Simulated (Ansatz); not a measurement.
# Band structure of Cl

```
Cl
1.0
     0.00000    3.23585    3.23585
     3.23585    0.00000    3.23585
     3.23585    3.23585    0.00000
Cl
2
Cartesian
  0.0000 0.0000 0.0000
  1.6179 1.6179 1.6179
```

Atoms are numbered in the order listed.

The structure comes from a relaxation in the same program, started in the diamond type, and has space group Fd-3m. Whether it is a known phase or the ground state wasn't checked.

Theory: Ansatz 0.2.0, DFT, PBE, all-electron LAPW, scalar-relativistic.

Sampling and basis: a Γ-centred 14×14×14 k mesh, Fermi–Dirac smearing of 0.08 eV, basis error target 1 meV/atom, no spin polarisation.

Points in fractions of the reciprocal vectors of this cell: Γ (0, 0, 0), X (0.5, 0, 0.5), U (0.625, 0.25, 0.625), K (0.375, 0.375, 0.75), L (0.5, 0.5, 0.5), W (0.5, 0.25, 0.75). The path joins them by straight lines in the order Γ–X–U–K–Γ–L–W–X; legs that retrace an earlier one aren't tabulated. Energies are in eV from the Fermi level.

Task: Is there a gap?

Result: none: bands cross the Fermi level, a metal.

Task: List the levels between -5 and 5 eV at the symmetry points.

Result: 
Γ: -2.66 (×3), -0.83 (×3)
X: -3.48 (×2), -1.77 (×2), 0.33 (×2)
U: -3.66, -3.35, -1.99, -1.26, 0.15, 0.29
K: -3.66, -3.35, -1.99, -1.26, 0.15, 0.29
L: -3.13, -3.05 (×2), -0.30 (×2), -0.15
W: -3.56 (×2), -1.57 (×2), 0.23 (×2)
